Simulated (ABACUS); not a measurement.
The system is SiC.

```
Si C
1.0
     3.07569    0.00000    0.00000
    -1.53785    2.66363    0.00000
     0.00000    0.00000   10.07065
Si C
4 4
Direct
  0.00000 0.00000 0.18789
  0.00000 0.00000 0.68789
  0.33333 0.66667 0.43784
  0.66667 0.33333 0.93784
  0.00000 0.00000 0.00046
  0.00000 0.00000 0.50046
  0.33333 0.66667 0.24980
  0.66667 0.33333 0.74980
```

The cell is a database's computed one.

- Program: ABACUS 3.10.1
- Task: single point
- Functional: PBE
- Potentials or basis: PseudoDojo NC SR 0.4.1 PBE standard
- Cutoff: 1116 eV
- Density cutoff: 4463 eV
- Basis: plane waves
- k mesh: 10 × 10 × 3
- Occupations: fermi-dirac, width 0.05 eV
- Spin: no spin polarisation

On this cell: pressure 3.9 GPa; largest force 0.008 eV/Å; band gap on the k mesh 2.23 eV, indirect (least direct gap 3.36 eV).

The same run follows on a disturbed copy (atoms moved at random, drawn with an rms of 0.05 Å):

```
CELL_PARAMETERS angstrom
3.07569 0.00000 0.00000
-1.53785 2.66363 0.00000
0.00000 0.00000 10.07065
ATOMIC_POSITIONS crystal
Si 0.98785 0.97935 0.18355
Si 0.99742 0.00184 0.68765
Si 0.33810 0.67299 0.44105
Si 0.67038 0.33091 0.93535
C 0.99180 0.00409 0.00318
C 0.00621 0.00038 0.49971
C 0.32837 0.65551 0.24923
C 0.66670 0.32858 0.74805
```

Problem. What changes?

Solution. The energy moves by +18.4 meV/atom; pressure 4.3 GPa; largest force 2.067 eV/Å; band gap on the k mesh 1.84 eV, indirect (least direct gap 3.12 eV).

Forces in eV/Å, atoms in the order of the input:
```
Si   0.101  0.549  1.838
Si   0.422 -0.331 -0.338
Si   0.242 -0.412 -1.407
Si  -0.792  0.284  0.743
C    0.817 -0.423 -1.851
C   -0.335  0.295  0.702
C   -0.133 -0.276  0.024
C   -0.322  0.315  0.289
```

Stress tensor (GPa, compression positive):
```
 4.86 -1.01  0.07
-1.01  2.87 -0.23
 0.07 -0.23  5.13
```

Caveats: there are fewer bands than atomic start orbitals, so a level may be missed at k points of high symmetry; an odd mesh through Γ misses points on the zone boundary, where band edges often lie.
